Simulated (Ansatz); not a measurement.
# SnO in Ansatz: the effect of functional

Crystal: SnO.

```xyz
4
Lattice="3.8137 0.0000 0.0000 0.0000 3.8137 0.0000 0.0000 0.0000 4.8869" Properties=species:S:1:pos:R:3 pbc="T T T"
Sn    1.9068    0.0000    3.7367
Sn    0.0000    1.9068    1.1503
O     0.0000    0.0000    0.0000
O     1.9068    1.9068    0.0000
```

The cell is a database's computed one.

Alike in all runs:

* Program: Ansatz 0.2.0
* Task: projected density of states
* Potentials or basis: Ansatz PAW
* k mesh: 4 × 4 × 3
* Occupations: fermi-dirac, width 0.05 eV
* Spin: no spin polarisation

Q: One run gave: gap on the mesh 0.14 eV; pressure 6.2 GPa; largest force 0.59 eV/Å. Which functional did it use?
A. PBE
B. r2SCAN
C. RPBE
D. r2SCAN0
E. BLYP

A: C.

```csv
functional,cutoff,gap on the mesh (eV),pressure (GPa),largest force (eV/Å)
LDA,420 eV (not typed: the program's choice for these potentials),0.23,-3.3,0.22
PBE,420 eV (not typed: the program's choice for these potentials),0.15,3.6,0.41
PBEsol,420 eV (not typed: the program's choice for these potentials),0.13,-0.6,0.12
RPBE,420 eV (not typed: the program's choice for these potentials),0.14,6.2,0.59
revPBE,420 eV (not typed: the program's choice for these potentials),0.14,5.5,0.54
BLYP,420 eV (not typed: the program's choice for these potentials),0.37,8.2,0.55
r2SCAN,500 eV (not typed: the program's choice for these potentials),0.28,-0.4,0.12
HSE06,420 eV (not typed: the program's choice for these potentials),0.52,-0.8,0.26
PBE0,420 eV (not typed: the program's choice for these potentials),1.15,-0.8,0.27
r2SCAN0,500 eV (not typed: the program's choice for these potentials),1.29,-3.1,0.56
```

Caveats: all runs use coarse meshes; odd divisions of the mesh miss points on the zone boundary, where band edges often lie, so the gap on the mesh can be too wide; spin-orbit coupling is left out, which moves the levels of the heavy elements; the PAW data sets come from PBE, with cores solved anew for the run's functional, which leaves a small shift of forces and pressure (some runs); the thresholds are loose for stress (some runs).

A k mesh can miss the band edges.
